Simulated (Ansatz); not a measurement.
**Phase order of Pd**

Structure types of Pd are relaxed in primitive cells with their symmetry kept at 0 GPa, first on PAW files, then by LAPW. The enthalpy is E + pV at zero temperature, without zero-point motion. Only the types listed were tried, and differences under about 5 meV/atom are mesh noise.

Computed with Ansatz 0.2.0; functional PBE, scalar-relativistic. Settings: Fermi–Dirac smearing of 0.05 eV, no spin polarisation. Methods: LAPW: all electrons, basis error target 0.5 meV/atom; PAW: frozen-core files, cutoff 420 eV.

k meshes: fcc 18×18×18, bcc 18×18×18, hcp 17×17×9.

Task: Which type is lowest in enthalpy, and by how much?

Result: fcc, 36 meV/atom below hcp. The whole table:

| start type | ends as | a, b, c (Å) | V (Å³/atom) | H − H(lowest), LAPW (meV/atom) | same, PAW |
| --- | --- | --- | --- | --- | --- |
| fcc | fcc, Fm-3m | 3.942, 3.942, 3.942 | 15.31 | 0.0 | 0.0 |
| bcc | bcc, Im-3m | 3.137, 3.137, 3.137 | 15.43 | 45.3 | 45.0 |
| hcp | hcp, P6_3/mmc | 2.770, 2.770, 4.633 | 15.39 | 36.4 | 36.4 |
